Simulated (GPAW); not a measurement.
A run of GPAW 26.7.0 is set up as follows.

The input run.py:

```python
import spglib
from ase import Atoms
from ase.dft.bandgap import bandgap
from ase.io import read, write
from ase.units import GPa
from gpaw import GPAW, PW

atoms = read('Si2W.cif')
cell, positions, numbers = spglib.find_primitive(
    (atoms.cell[:], atoms.get_scaled_positions(), atoms.numbers), symprec=1e-4)
atoms = Atoms(numbers, cell=cell, scaled_positions=positions, pbc=True)

calc = GPAW(mode=PW(500),
            xc='PBE',
            kpts={'size': (9, 9, 9), 'gamma': True},
            occupations={'name': 'fermi-dirac', 'width': 0.05},
            nbands=23,
            maxiter=120,
            txt='gpaw.txt')
atoms.calc = calc
energy = atoms.get_potential_energy()
forces = atoms.get_forces()
stress = atoms.get_stress()
calc.write('gs.gpw')
write('result.traj', atoms)
print(f'Energy: {energy:.6f} eV')
print('Forces (eV/A):')
print(forces.round(4))
print('Stress (GPa):', (stress / GPa).round(3))
print('Fermi level:', round(calc.get_fermi_level(), 4), 'eV')
print(f'Gap: {bandgap(calc)[0]:.4f} eV, direct: {bandgap(calc, direct=True)[0]:.4f} eV')
```

Contents of Si2W.cif:

```cif
data_Si2W
_cell_length_a 3.21380000
_cell_length_b 3.21380000
_cell_length_c 7.82990000
_cell_angle_alpha 90.00000000
_cell_angle_beta 90.00000000
_cell_angle_gamma 90.00000000
_space_group_name_H-M_alt 'I4/mmm'
_space_group_name_Hall '-I 4 2'
_space_group_IT_number 139
loop_
_space_group_symop_operation_xyz
'x,y,z'
'-x,-y,-z'
'-y,x,z'
'y,-x,-z'
'-x,-y,z'
'x,y,-z'
'y,-x,z'
'-y,x,-z'
'x,-y,-z'
'-x,y,z'
'-y,-x,-z'
'y,x,z'
'-x,y,-z'
'x,-y,z'
'y,x,-z'
'-y,-x,z'
'x+1/2,y+1/2,z+1/2'
'-x+1/2,-y+1/2,-z+1/2'
'-y+1/2,x+1/2,z+1/2'
'y+1/2,-x+1/2,-z+1/2'
'-x+1/2,-y+1/2,z+1/2'
'x+1/2,y+1/2,-z+1/2'
'y+1/2,-x+1/2,z+1/2'
'-y+1/2,x+1/2,-z+1/2'
'x+1/2,-y+1/2,-z+1/2'
'-x+1/2,y+1/2,z+1/2'
'-y+1/2,-x+1/2,-z+1/2'
'y+1/2,x+1/2,z+1/2'
'-x+1/2,y+1/2,-z+1/2'
'x+1/2,-y+1/2,z+1/2'
'y+1/2,x+1/2,-z+1/2'
'-y+1/2,-x+1/2,z+1/2'
loop_
_atom_site_label
_atom_site_type_symbol
_atom_site_symmetry_multiplicity
_atom_site_Wyckoff_symbol
_atom_site_fract_x
_atom_site_fract_y
_atom_site_fract_z
_atom_site_occupancy
W1 W 2 a 0.0000000000 0.0000000000 0.0000000000 1
Si1 Si 4 e 0.5000000000 0.5000000000 0.1653000000 1
```

Potentials or basis: GPAW PAW data sets (gpaw-data 1.2.1), pw.

Command:

```console
$ OMP_NUM_THREADS=1 python run.py
```

**Question.** Estimate the band gap on the k mesh.

**Answer.** None (metal or under the smearing width).

**Question.** Predict the largest force.

**Answer.** 0.055 eV/Å.

**Question.** What does it give for the pressure?

**Answer.** 4.0 GPa.

Stress tensor (GPa, compression positive):
```
3.84 0.00 0.00
0.00 3.84 0.00
0.00 0.00 4.22
```

Caveat: the cutoff is short for stress and forces, so pressures can be off by a GPa or more. Spin-orbit coupling is left out, which matters for the levels of W.
